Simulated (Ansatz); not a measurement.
# WS2: the cell at several levels of theory, part 3 of 3

Ansatz 0.2.0, plane waves.

## 4. Relaxing with PBE-D4

input.yaml reads:

```yaml
crystal:
  lattice:
    - [1.5787673149, 0.9115017342, 6.0415736055]
    - [-1.5787673149, 0.9115017342, 6.0415736055]
    - [0.0, -1.8230034685, 6.0415736055]
  atoms:
    - { symbol: W, position: [-2.31004e-05, -2.31004e-05, -2.31004e-05] }
    - { symbol: S, position: [0.420108891, 0.420108891, 0.420108891] }
    - { symbol: S, position: [0.2465808761, 0.2465808761, 0.2465808761] }
kpoints:
  mp_grid: { grid: [8, 8, 8] }
hamiltonian:
  xc: pbe
  dispersion: d4
scf:
  occupations: { method: fermi_dirac, width: 0.02 }
relax:
  f_tol: 0.005
  cell: {}
output:
  write_density: true
  write_potential: true
  elf: true
  volumetric_format: npy
```

Run with:

```bash
$ ansatz run input.yaml --threads 4 --pin off --max-ram 7372MiB --backend cpu --events-out ev --progress --plain --runs-dir out
```

Log:

```text
Warning: RAYON_NUM_THREADS=4 ignored (pool sized by the plan → 4); use --threads N
basis.fft_grid_basis auto: the FFT boxes are laid along the combinations [[1, -1, 0], [0, 1, 0], [0, -1, 1]] of the cell's own vectors, 3.158, 6.311 and 3.158 Å long. The dense box has 24×45×24 points. Along the cell's own vectors, as sized, it would have 45×45×45, 3.52 times as many. Of the 6 symmetry operations that the crystal satisfies within crystal.symmetry.tolerance (time reversal apart; of a slab, those that keep its plane) the dense box along the cell's own vectors carries 6, and the one as laid loses 4 of those. basis.fft_grid_basis: typed keeps the cell's own vectors: state it where this run's energies or levels are differenced outside the engine with another run's, or held beside a run that keeps those vectors. Those combinations have planes normal to reciprocal vector 3, as the cell's own vectors have. Each planar average written beside output.write_density, output.write_potential has a row for each plane of the box: 24. The volumetric files lie along those combinations, not along the cell's own vectors: a cube or XSF file states them, and fields.json those of NumPy files.
Engine: ansatz 0.2.0, x86_64-unknown-linux-gnu
Pseudopotentials: kind: paw
Pseudopotential: W, paw, valence charge 14, recommended cutoff 420 eV (normal), W.paw.azcp
Pseudopotential: S, paw, valence charge 6, recommended cutoff 420 eV (normal), S.paw.azcp
Functional definition: PBE
  parameter kappa = 0.804
  parameter beta = 0.06672455060314922
  exchange = pbe_x(kappa = kappa, mu = beta*pi^2/3)
  correlation = pbe_c(beta = beta)
Crystal: 3 atoms, lattice volume = 52.165 Å³
Basis set: ecut = 420 eV, 999 PW (Γ), FFT grids on a1−a2, a2, −a2+a3, exchange–correlation on 48×90×48 points (8 copies of the dense FFT grid, shifted against one another)
Bands: 17, of which v1, the nominal top of the filled ones, is band 13 counted from 1 (12 counted from 0)
Symmetry: 6 space group operations
Space group: R3m (ITA 160), of the structure as read, at distance tolerance 3.7e-5 Å
k-points: 65 of 512 (time reversal used)
Non-local potential: W, projectors of the file, l = 0: 3, l = 1: 2, l = 2: 2, l = 3: 1
Non-local potential: S, projectors of the file, l = 0: 2, l = 1: 2, l = 2: 2
PAW form: soft (Blöchl's): semilocal exchange-correlation on the pseudo side does not see the compensation charge
PAW one-centre angular grid: W, 590 points (default); XC on 64 Gauss nodes
PAW one-centre angular grid: S, 110 points (default); XC on 64 Gauss nodes
Initial density: superposition of atomic densities (neutral atoms: chi_scale 0, normalization atom), corrected by the library's trained network
Initial wavefunctions: pseudopotential atomic-orbital guess
Functional: x = pbe(κ = 0.804, μ = 0.2195149727645171), c = pbe(β = 0.06672455060314922)
SCF iter   1: F=—  HF=-12192.701342 eV  |F-HF|=—  |Δ(HF+E_count)|=         —  Δρ=5.15e-3  dr2=5.33e-3  ethr=1.77e-3  ⟨swp⟩=6.0  Hψ=6545  notcnv=0
preconditioner: auto → none  [insulator: Δε(μ)=1.064 eV  Ē_g=8.834 eV  σ=0.020 eV  W_gap=1.00  n_scr=16 (ndim 8)  ℏωp=21.8 eV  f_vac=0.009  D(μ)=0.00/eV (n_scr^D=0)  ε∞_Penn≈7.1]
SCF iter   2: F=—  HF=-12192.704604 eV  |F-HF|=—  |Δ(HF+E_count)|=   3.26e-3  Δρ=2.66e-3  dr2=1.71e-3  ethr=2.05e-5  ⟨swp⟩=2.1  Hψ=2246  notcnv=0
SCF iter   3: F=—  HF=-12192.706628 eV  |F-HF|=—  |Δ(HF+E_count)|=   2.02e-3  Δρ=7.14e-4  dr2=6.24e-4  ethr=6.59e-6  ⟨swp⟩=2.0  Hψ=1820  notcnv=0
SCF iter   4: F=—  HF=-12192.706569 eV  |F-HF|=—  |Δ(HF+E_count)|=   5.91e-5  Δρ=1.41e-4  dr2=1.53e-5  ethr=2.40e-6  ⟨swp⟩=2.0  Hψ=1559  notcnv=0
SCF iter   5: F=—  HF=-12192.706570 eV  |F-HF|=—  |Δ(HF+E_count)|=   7.71e-7  Δρ=2.34e-5  dr2=6.24e-7  ethr=5.88e-8  ⟨swp⟩=2.0  Hψ=1597  notcnv=0
SCF iter   6: F=-12192.706570 eV  HF=-12192.706570 eV  |F-HF|=6.16e-9  |Δ(HF+E_count)|=   5.88e-8  Δρ=5.93e-6  dr2=2.75e-8  ethr=3.85e-10  ⟨swp⟩=9.9  Hψ=7608  notcnv=0
SCF 1 converged in 6 iterations: F = -12192.706570 eV  dr2 = 2.75e-8
relax step   1: F+E_penalty+E_count = -12192.70656965 eV  Δ(F+E_penalty+E_count) = +0.000e0 eV  max|allowed force component| = 3.385e-3 eV/Å  Δτ_max = 0.0000 Å  P = +0.249 GPa  Ω = 52.165 Å³  (6 SCF iters, dr2 threshold 1.00e-7 eV, accepted)
Crystal: 3 atoms, lattice volume = 52.671 Å³
Initial density: handed on by an earlier stage of this run
Initial wavefunctions: those handed on with the density
iter 1 solved again at ethr=2.31e-6 eV; its pass at ethr=3.10e-3 eV (dr2=6.01e-4 eV) is discarded
SCF iter   1: F=—  HF=-12192.706616 eV  |F-HF|=—  |Δ(HF+E_count)|=         —  Δρ=9.47e-4  dr2=5.13e-4  ethr=2.31e-6  ⟨swp⟩=2.4  Hψ=6815  notcnv=0
preconditioner: auto → none  [insulator: Δε(μ)=1.100 eV  Ē_g=8.834 eV  σ=0.020 eV  W_gap=1.00  n_scr=16 (ndim 8)  ℏωp=21.7 eV  f_vac=0.012  D(μ)=0.00/eV (n_scr^D=0)  ε∞_Penn≈7.0]
SCF iter   2: F=—  HF=-12192.706600 eV  |F-HF|=—  |Δ(HF+E_count)|=   1.61e-5  Δρ=6.61e-4  dr2=5.71e-4  ethr=1.97e-6  ⟨swp⟩=2.0  Hψ=1560  notcnv=0
SCF iter   3: F=—  HF=-12192.706549 eV  |F-HF|=—  |Δ(HF+E_count)|=   5.08e-5  Δρ=4.27e-4  dr2=2.12e-4  ethr=1.97e-6  ⟨swp⟩=2.0  Hψ=1533  notcnv=0
SCF iter   4: F=—  HF=-12192.706494 eV  |F-HF|=—  |Δ(HF+E_count)|=   5.44e-5  Δρ=2.01e-4  dr2=3.13e-5  ethr=8.15e-7  ⟨swp⟩=1.0  Hψ=1107  notcnv=0
SCF iter   5: F=—  HF=-12192.706492 eV  |F-HF|=—  |Δ(HF+E_count)|=   2.33e-6  Δρ=5.35e-5  dr2=2.11e-6  ethr=1.20e-7  ⟨swp⟩=2.1  Hψ=1321  notcnv=0
SCF iter   6: F=—  HF=-12192.706492 eV  |F-HF|=—  |Δ(HF+E_count)|=   8.62e-8  Δρ=1.55e-5  dr2=3.84e-7  ethr=8.13e-9  ⟨swp⟩=2.0  Hψ=1522  notcnv=0
SCF iter   7: F=-12192.706492 eV  HF=-12192.706492 eV  |F-HF|=6.64e-10  |Δ(HF+E_count)|=   6.15e-8  Δρ=3.58e-6  dr2=3.98e-9  ethr=9.84e-10  ⟨swp⟩=9.7  Hψ=7432  notcnv=0
SCF 2 converged in 7 iterations: F = -12192.706492 eV  dr2 = 3.98e-9
relax step   2: F+E_penalty+E_count = -12192.70649211 eV  Δ(F+E_penalty+E_count) = +7.753e-5 eV  max|allowed force component| = 3.770e-2 eV/Å  Δτ_max = 0.0124 Å  P = -0.113 GPa  Ω = 52.671 Å³  energy of the carried Pulay correction = -9.234e-5 eV  (7 SCF iters, dr2 threshold 2.56e-7 eV, accepted)
Crystal: 3 atoms, lattice volume = 52.468 Å³
iter 1 solved again at ethr=4.73e-7 eV; its pass at ethr=3.10e-3 eV (dr2=1.23e-4 eV) is discarded
SCF iter   1: F=—  HF=-12192.706818 eV  |F-HF|=—  |Δ(HF+E_count)|=         —  Δρ=3.80e-4  dr2=1.16e-4  ethr=4.73e-7  ⟨swp⟩=2.0  Hψ=6662  notcnv=0
preconditioner: auto → none  [insulator: Δε(μ)=1.086 eV  Ē_g=8.840 eV  σ=0.020 eV  W_gap=1.00  n_scr=16 (ndim 8)  ℏωp=21.7 eV  f_vac=0.010  D(μ)=0.00/eV (n_scr^D=0)  ε∞_Penn≈7.1]
SCF iter   2: F=—  HF=-12192.706776 eV  |F-HF|=—  |Δ(HF+E_count)|=   4.24e-5  Δρ=1.74e-4  dr2=1.59e-5  ethr=4.46e-7  ⟨swp⟩=2.0  Hψ=1560  notcnv=0
SCF iter   3: F=—  HF=-12192.706773 eV  |F-HF|=—  |Δ(HF+E_count)|=   2.09e-6  Δρ=9.16e-5  dr2=2.13e-6  ethr=6.11e-8  ⟨swp⟩=2.0  Hψ=1540  notcnv=0
iter 4 did not close the SCF: its close was put off for the readings that it lacked (scf_convergence_deferred on its scf_iter line)
SCF iter   4: F=-12192.706774 eV  HF=-12192.706774 eV  |F-HF|=3.57e-8  |Δ(HF+E_count)|=   1.80e-7  Δρ=1.71e-5  dr2=1.26e-7  ethr=8.20e-9  ⟨swp⟩=2.4  Hψ=1654  notcnv=0
iter 5 did not close the SCF: its close was put off for the readings that it lacked (scf_convergence_deferred on its scf_iter line)
SCF iter   5: F=-12192.706774 eV  HF=-12192.706774 eV  |F-HF|=1.66e-10  |Δ(HF+E_count)|=   1.60e-8  Δρ=1.59e-6  dr2=1.48e-9  ethr=4.85e-10  ⟨swp⟩=2.3  Hψ=1475  notcnv=0
SCF iter   6: F=-12192.706774 eV  HF=-12192.706774 eV  |F-HF|=1.09e-11  |Δ(HF+E_count)|=  6.89e-10  Δρ=3.04e-7  dr2=2.71e-11  ethr=5.69e-12  ⟨swp⟩=6.0  Hψ=6694  notcnv=0
SCF 3 converged in 6 iterations: F = -12192.706774 eV  dr2 = 2.71e-11
relax step   3: F+E_penalty+E_count = -12192.70677367 eV  Δ(F+E_penalty+E_count) = -2.816e-4 eV  max|allowed force component| = 1.256e-3 eV/Å  Δτ_max = 0.0051 Å  P = +0.002 GPa  Ω = 52.468 Å³  energy of the carried Pulay correction = -5.562e-5 eV  (6 SCF iters, dr2 threshold 1.84e-7 eV, accepted)
Initial wavefunctions: pseudopotential atomic-orbital guess (no wavefunctions were taken with the density)
iter 1 solved again at ethr=2.89e-7 eV; its pass at ethr=3.10e-3 eV (dr2=7.51e-5 eV) is discarded
SCF iter   1: F=—  HF=-12192.706845 eV  |F-HF|=—  |Δ(HF+E_count)|=         —  Δρ=2.29e-5  dr2=1.31e-8  ethr=2.89e-7  ⟨swp⟩=3.0  Hψ=9512  notcnv=0
eigensolver tolerance schedule: the retry pair's looser diagonalisation over-reported the residual by 5740.19 of it (diagonalisation noise at 1.15 of the residual, at the tolerance the schedule requests for it); recorded, not acted on — ethr = c·dr2/N_el stays at c = 1.0e-1
preconditioner: auto → none  [insulator: Δε(μ)=1.089 eV  Ē_g=8.840 eV  σ=0.020 eV  W_gap=1.00  n_scr=16 (ndim 8)  ℏωp=21.7 eV  f_vac=0.010  D(μ)=0.00/eV (n_scr^D=0)  ε∞_Penn≈7.1]
SCF iter   2: F=—  HF=-12192.706828 eV  |F-HF|=—  |Δ(HF+E_count)|=   1.69e-5  Δρ=1.14e-5  dr2=3.48e-9  ethr=5.03e-11  ⟨swp⟩=3.4  Hψ=2460  notcnv=0
SCF iter   3: F=—  HF=-12192.706829 eV  |F-HF|=—  |Δ(HF+E_count)|=   7.46e-7  Δρ=2.31e-6  dr2=1.05e-8  ethr=1.34e-11  ⟨swp⟩=3.0  Hψ=2210  notcnv=0  recentre
SCF iter   4: F=—  HF=-12192.706829 eV  |F-HF|=—  |Δ(HF+E_count)|=   2.93e-9  Δρ=9.21e-7  dr2=4.08e-10  ethr=1.34e-11  ⟨swp⟩=2.0  Hψ=1559  notcnv=0
SCF iter   5: F=-12192.706829 eV  HF=-12192.706829 eV  |F-HF|=6.71e-10  |Δ(HF+E_count)|=   1.62e-9  Δρ=4.13e-7  dr2=2.47e-11  ethr=1.00e-12  ⟨swp⟩=5.6  Hψ=6083  notcnv=0
SCF 4 converged in 5 iterations: F = -12192.706829 eV  dr2 = 2.47e-11
relax step   4: F+E_penalty+E_count = -12192.70682871 eV  Δ(F+E_penalty+E_count) = -5.504e-5 eV  max|allowed force component| = 1.232e-3 eV/Å  Δτ_max = 0.0000 Å  P = +0.002 GPa  Ω = 52.468 Å³  stress off target by 9.67e-3 GPa  SCF on the basis re-selected at this cell (its energy is not comparable with the rows above)  (5 SCF iters)
basis re-selected at this cell: Δ(F+E_penalty+E_count) = -5.504e-5 eV, ΔP = +0.000 GPa vs the last step (what re-selecting the basis moved, of the pressure what is left beyond the Pulay correction that the steps carried, after the strain that the cell walked since its last selection, with what the two solves' SCF thresholds leave and, on support functions, any second-order correction that the steps lacked; it is no measure of the basis error at this ecutwfc). This SCF's stress stands 9.67e-3 GPa from its target on what of the cell is left free (relax.cell.stress_tol is 5.00e-2 GPa) and its largest allowed force component is 1.23e-3 eV/Å (relax.f_tol is 5.00e-3 eV/Å): within both
SCF converged after 5 iterations
Free energy (F): -12192.706829 eV
Harris-Foulkes:  -12192.706829 eV  (|F-HF|=6.71e-10)
Internal energy: -12192.706829 eV  (E = F + TS)
E sigma→0 (E₀):  -12192.706829 eV
Fermi energy:    12.568062 eV
--- Per-component energies (eV) ---
  E_band       = -179.970028
  E_kinetic    = 667.168402
  E_local      = -1683.227578  (includes V_loc(G=0)·N_el)
  E_nonlocal   = 57.419566
  E_hartree    = 664.697625
  E_xc         = -462.562399
  E_vxc        = -415.597441  (∫ρ·V_xc dr)
  E_paw        = -9763.162160  (= ΣΔE_a)
  E_vpaw       = -135.128210  (= ΣTr[D̂ρ^β])
  E_aug_tail   = -0.000063  (compensation charges beyond the density's cutoff)
  E_ewald      = -1671.690130
  E_disp       = -1.350091  (pairwise vdW)
  E_smearing   = -0.000000  (= −TS)
  E_closure    = 0.000000  (closes the sum)
  Σ components = -12192.706829   (vs F -12192.706829, Δ=0.00e0)
--- Forces (eV/Å), atoms counted from 1 ---
  atom   1  W      0.00000000    -0.00000000     0.00034712
  atom   2  S      0.00000000    -0.00000000     0.00088424
  atom   3  S      0.00000000     0.00000000    -0.00123199
  max |Σ_I F_I| component: 6.31e-7 eV/Å
--- Stress (GPa, compression-positive) ---
       -0.002154       0.000000       0.000000
        0.000000      -0.002154      -0.000000
        0.000000      -0.000000       0.009673
  P = ⅓ Tr σ = 0.0018 GPa (0.018 kbar)
--- Band table (eV; the first three rows and the last of 65) ---
  k-point 0: bands = ["-62.5762", "-26.8758", "-26.6958", "-26.6958", "-3.6756", "-1.6416", "4.2756", "8.5120", "8.5120", "9.7252", "9.7252", "10.6008", "10.7294", "14.1931", "14.1931", "14.4929", "14.4929"]
  k-point 1: bands = ["-62.5734", "-26.8660", "-26.7499", "-26.7084", "-3.4110", "-1.5682", "4.6008", "7.8831", "8.7698", "8.9148", "9.3344", "10.5793", "10.8563", "13.7929", "14.2451", "14.2841", "14.6377"]
  k-point 2: bands = ["-62.5668", "-26.8784", "-26.8423", "-26.7385", "-2.7038", "-1.3725", "5.3061", "6.7643", "7.6831", "8.6129", "9.4026", "10.1152", "10.3709", "13.3449", "14.0239", "14.9021", "15.3298"]
  k-point 64: bands = ["-62.5762", "-26.8759", "-26.6959", "-26.6959", "-3.3958", "-2.1645", "5.4663", "8.0509", "8.4900", "8.4900", "9.7708", "9.7708", "12.0506", "14.2764", "14.2764", "14.3525", "14.3525"]
--- Relaxed structure (3 steps of the walk, 3 accepted, 1 SCFs on fresh bases) ---
  F+E_penalty+E_count = -12192.70682871 eV   max|allowed force component| = 1.232e-3 eV/Å   (the final SCF, on the basis selected at the relaxed cell)
  cell:  # Å, volume = 52.4683 Å³
    - [1.5794575981825802, 0.9119002694675633, 6.071418334893408]
    - [-1.5794575981825802, 0.9119002694675633, 6.071418334893408]
    - [6.070786326665819e-33, -1.8238005389853733, 6.071418334885861]
  atoms:
    - { symbol: W, position: [-2.1933144629055776e-5, -2.1933144629055776e-5, -2.1933144629055773e-5] }
    - { symbol: S, position: [0.41970012942710344, 0.41970012942710344, 0.41970012942710344] }
    - { symbol: S, position: [0.2469884704175257, 0.2469884704175257, 0.24698847041752567] }
```

Run time: 5.3 s. Hardware: 4 threads of Intel Xeon 6975P-C (Granite Rapids), shared host; peak memory 0.51 GiB.

The path of the relaxation:

| step | energy change (meV/atom) | largest force (eV/Å) | pressure (GPa) | volume (Å³/atom) |
| --- | --- | --- | --- | --- |
| 1 | 0.0 | 0.0034 | 0.25 | 17.388 |
| 2 | 0.0 | 0.0377 | -0.11 | 17.557 |
| 3 | -0.1 | 0.0013 | 0.00 | 17.489 |
| 4 | -0.1 | 0.0012 | 0.00 | 17.489 |

The table lists every geometry solved, with passes on a fresh basis, whose energies don't compare exactly with the rows above.

|  | before | after | change |
| --- | --- | --- | --- |
| a (Å) | 3.158 | 3.159 | +0.04 % |
| c (Å) | 18.125 | 18.214 | +0.49 % |
| volume (Å³/atom) | 17.388 | 17.489 | +0.58 % |
| shortest distance (Å) | 2.407 | 2.408 | +0.03 % |
| space group | R3m | R3m | same |

## 5. Results

This closing draws on all 3 parts.

```
       level  a (Å)   c (Å)  volume (Å³/atom)  space group  SCF geometries
  PBE-D3(BJ)  3.158  18.125            17.388          R3m               8
r2SCAN+rVV10  3.172  18.712            18.114          R3m               8
      PBE-D4  3.159  18.214            17.489          R3m               4
```

What this shows: The first relaxation changed the volume by -27.8 % from the start. PBE-D3(BJ) gives the smallest cell and r2SCAN+rVV10 the largest; they differ by 4.2 % in volume, a mean of 1.4 % in length.
